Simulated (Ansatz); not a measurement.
What does this script print? It uses Ansatz's Python interface.

Script `sn_defect.py`:
```python
# -*- coding: utf-8 -*-
"""A vacancy in a supercell of Sn, against the perfect cell."""

import warnings

import ansatz
import numpy as np
from pymatgen.core import Lattice, Structure
from pymatgen.io.ase import AseAtomsAdaptor

warnings.simplefilter("ignore", ansatz.DeckWarning)

pmg_structure = Structure(
    Lattice([(0.0, 3.2333428, 3.2333428), (3.2333428, 0.0, 3.2333428), (3.2333428, 3.2333428, 0.0)]),
    ["Sn", "Sn"],
    [
        (0.0, 0.0, 0.0),
        (0.25, 0.25, 0.25),
    ],
)
structure = ansatz.Crystal.from_ase(AseAtomsAdaptor.get_atoms(pmg_structure))
host = structure.supercell(2, 2, 2)
defective = host.vacancy("Sn", at=(0.25, 0.25, 0.25))

def prepare(structure):
    return (
        structure.calculation()
        .functional("pbe")
        .basis(16 * ansatz.Ha, density_ratio=4)
        .kpoints(mesh=(2, 2, 2), shift=0.5)
        .occupations(ansatz.OccupationsMethod.GAUSSIAN)  # the run then minimises F = E - TS
        .scf(tolerance=1e-09)
        .band_table()  # levels at the mesh points
    )


perfect = prepare(host).run(threads=1).report
base = prepare(defective).forces()
res = base.run(threads=1)
summary = res.report

n_host, n_defect = len(perfect["lattice"]["sites"]), len(summary["lattice"]["sites"])
print(f"perfect cell: {n_host} atoms, F = {perfect['free_energy_ev']:.4f} eV")
print(f"defect cell:  {n_defect} atoms, F = {summary['free_energy_ev']:.4f} eV")
print(f"vacancy formation energy {summary['free_energy_ev'] - perfect['free_energy_ev'] * n_defect / n_host:.3f} eV")

pull = np.linalg.norm(summary["forces_ev_ang"], axis=1)
for atom in np.argsort(-pull)[:5]:
    print(f"force on {res.lattice.sites[atom].symbol}{atom}: {pull[atom]:.3f} eV/A")
```

```console
$ python sn_defect.py
perfect cell: 16 atoms, F = -96386.8046 eV
defect cell:  15 atoms, F = -90360.9067 eV
vacancy formation energy 1.723 eV
force on Sn1: 0.748 eV/A
force on Sn7: 0.748 eV/A
force on Sn3: 0.748 eV/A
force on Sn0: 0.509 eV/A
force on Sn4: 0.097 eV/A
```

The settings weren't tested for convergence. Energy and stress may still move on a finer k-point mesh. The mesh has less symmetry than the crystal, which the program warned of. The atoms stand at ideal sites; relaxing them can change energy and levels by an eV or more. An opening on this mesh may only mean that it misses a point where bands touch. The supercell is small, so the defect meets its images and the energies aren't those of an isolated defect; a partly filled defect level may also lower its energy by spin or distortion. For a charged cell the difference holds no correction, alignment or term for the electrons' reservoir. The script silences the warnings on its input, which a real study should read. Run time: 25 s on 1 thread of Intel(R) Xeon(R) Platinum 8259CL CPU @ 2.50GHz (Skylake/Cascade Lake) (shared host), peak memory 0.9 GiB.
